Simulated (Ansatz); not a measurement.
# CaSe: the cost of one run

Program: Ansatz 0.2.0. Level of theory: reference: DFT, HSE06, plane waves, PAW. These are calculated values, not measurements.

The COD entry's cell or inner coordinates are ideal or old and differ from later refinements, so a difference from it is no clean test against experiment.

4 further runs of the same task are left out: 1 for a known fault of the program, 3 that didn't finish.

## Step 1: The starting structure

Symmetry: Fm-3m, No. 225, cubic system. The conventional cell has a = 5.935 Å, b = 5.935 Å, c = 5.935 Å, α = 90.00°, β = 90.00°, γ = 90.00°. Ca (site symmetry m-3m) is surrounded by 6 Se at 2.97 Å. Se (site symmetry m-3m) has 6 Ca at 2.97 Å as nearest neighbours.

As a file:

```cif
data_structure
_symmetry_space_group_name_H-M 'P 1'
_symmetry_Int_Tables_number 1
_cell_length_a 4.1967
_cell_length_b 4.1967
_cell_length_c 4.1967
_cell_angle_alpha 60.000
_cell_angle_beta 60.000
_cell_angle_gamma 60.000
_cell_volume 52.27
loop_
_atom_site_label
_atom_site_type_symbol
_atom_site_fract_x
_atom_site_fract_y
_atom_site_fract_z
_atom_site_occupancy
Ca1 Ca 0.00000 0.00000 0.00000 1
Se1 Se 0.50000 0.50000 0.50000 1
```

## Step 2: Reference

input.yaml

```yaml
crystal:
  lattice:
    - [0.0, 2.9675306059, 2.9675306059]
    - [2.9675306059, 0.0, 2.9675306059]
    - [2.9675306059, 2.9675306059, 0.0]
  atoms:
    - { symbol: Ca, position: [0.0, 0.0, 0.0] }
    - { symbol: Se, position: [0.5, 0.5, 0.5] }
kpoints:
  mp_grid: { grid: [4, 4, 4] }
hamiltonian:
  xc: hse06
scf:
  occupations: { method: fixed }
  n_extra_bands: 4
output:
  forces: true
  stress: true
  eigenvalues: true
  write_density: true
  write_potential: true
  elf: true
  volumetric_format: npy
```

Run with:

```
> ansatz run input.yaml --threads 4 --pin off --max-ram 3686MiB --backend cpu --events-out ev --progress --plain --runs-dir out
```

What time and memory should one allow on 4 threads of an x86-64 CPU, shared host?

About 43 s, with a peak of 0.7 GiB.
